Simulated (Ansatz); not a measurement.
Crystal: AlN.

```xyz
4
Lattice="3.3121 0.0000 0.0000 -1.6561 2.8684 0.0000 0.0000 0.0000 4.1876" Properties=species:S:1:pos:R:3 pbc="T T T"
Al    1.6561    0.9561    1.0469
Al    0.0000    1.9123    3.1407
N     1.6561    0.9561    3.1407
N     0.0000    1.9123    1.0469
```

Measurements of this composition are mostly on another form, of space group No. 186.

```yaml
Program: Ansatz 0.2.0
Task: single point
Functional: PBE
Potentials_or_basis: all-electron LAPW, scalar-relativistic
Cutoff: 369 eV (chosen from the basis error)
Basis_error_allowed: 0.001 eV/atom
k_mesh: 9 × 9 × 7
Occupations: fermi-dirac, width 0.05 eV
Spin: no spin polarisation
```

On this cell: pressure 0.3 GPa; largest force under 0.003 eV/Å; band gap on the k mesh 3.27 eV, direct.

The same run follows on a disturbed copy (atoms moved at random, drawn with an rms of 0.05 Å):

```
Al N
1.0
     3.31212    0.00000    0.00000
    -1.65606    2.86838    0.00000
     0.00000    0.00000    4.18756
Al N
2 2
Direct
  0.66987 0.31980 0.25222
  0.32258 0.67144 0.75454
  0.67347 0.33867 0.74911
  0.33202 0.68020 0.24593
```

**Question.** What changes?

**Answer.** The energy moves by +23.8 meV/atom; pressure 1.3 GPa; largest force 1.446 eV/Å; band gap on the k mesh 3.26 eV, direct.

Forces in eV/Å, atoms in the order of the input:
```
Al  -0.691  1.270  0.031
Al   0.879  0.085 -0.089
N   -0.779 -0.174 -0.103
N    0.591 -1.181  0.162
```

Stress tensor (GPa, compression positive):
```
-1.83  5.10  0.00
 5.10  5.30  0.08
 0.00  0.08  0.43
```

Caveats: an odd mesh through Γ misses points on the zone boundary, where band edges often lie.
